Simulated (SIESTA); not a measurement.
This SIESTA 5.4.2 run on Os needs a look.

The input Os.fdf:

```
SystemName                      Os
SystemLabel                     Os
NumberOfSpecies                 1
NumberOfAtoms                   1
%block ChemicalSpeciesLabel
  1  76 Os
%endblock ChemicalSpeciesLabel
%include structure.fdf

%block kgrid.MonkhorstPack
   12   0   0  0.0
    0  12   0  0.0
    0   0  12  0.0
%endblock kgrid.MonkhorstPack
XC.Functional                   LDA
XC.Authors                      PW92
PAO.BasisSize                   TZP
PAO.EnergyShift                 0.002 Ry
Mesh.Cutoff                     800 Ry
OccupationFunction              FD
ElectronicTemperature           0.05 eV
MaxSCFIterations                75
SCF.MustConverge                false
SCF.Mixer.Method                Kerker
SCF.Mixer.Weight                0.25
SCF.Mixer.History               8
SCF.DM.Tolerance                5.0e-05
SCF.H.Tolerance                 1.0e-03 eV
WriteForces                     true
Charge.Mulliken                 end
OpticalCalculation              true
Optical.Energy.Minimum          0.0 eV
Optical.Energy.Maximum          40 eV
Optical.Broaden                 0.1 eV
%block Optical.Mesh
  12 12 12
%endblock Optical.Mesh
Optical.OffsetMesh              true
Optical.PolarizationType        polarized
%block Optical.Vector
  1.0 0.0 0.0
%endblock Optical.Vector
```

Contents of structure.fdf:

```
LatticeConstant                 1.0 Ang
%block LatticeVectors
    -0.0525550000     1.9358370000     1.9467020000
     1.9274430000    -0.0311620000     1.9253090000
     1.9205900000     1.9075910000    -0.0243080000
%endblock LatticeVectors
AtomicCoordinatesFormat         Fractional
%block AtomicCoordinatesAndAtomicSpecies
     0.0000000000     0.0000000000     0.0000000000  1  Os
%endblock AtomicCoordinatesAndAtomicSpecies
```

Potentials or basis: PseudoDojo 0.4 standard (LDA files), TZP (energy shift 0.002 Ry).

Command:

```sh
$ siesta Os.fdf > Os.out 2>&1
```

Os.out:

```text
Version         : 5.4.2

                           ***********************
                           *  WELCOME TO SIESTA  *
                           ***********************

 NOTE: Siesta V5 introduces some new defaults for basis-set generation
 NOTE: which might lead to slightly different numerical results.
 NOTE: Please see the manual for full details and compatibility measures.

[... 336 lines left out ...]
redata: Electronic Temperature                      =   580.2259 K
redata: Fix the spin of the system                  =   F
redata: Max. number of TDED Iter                    =        1
redata: Number of TDED substeps                     =        3
redata: Dynamics option                             = Single-point calculation
mixing: Unknown mixing variant.
Stopping Program from Node:    0
mixing: Unknown mixing variant.
Stopping Program from Node:    0

Program received signal SIGABRT: Process abort signal.

Backtrace for this error:
```

Q: What happened, and what is wrong with the input?

A: The input was rejected before any iteration. The input holds a flaw that was put in on purpose: unknown mixer (SCF.Mixer.Method = Kerker).
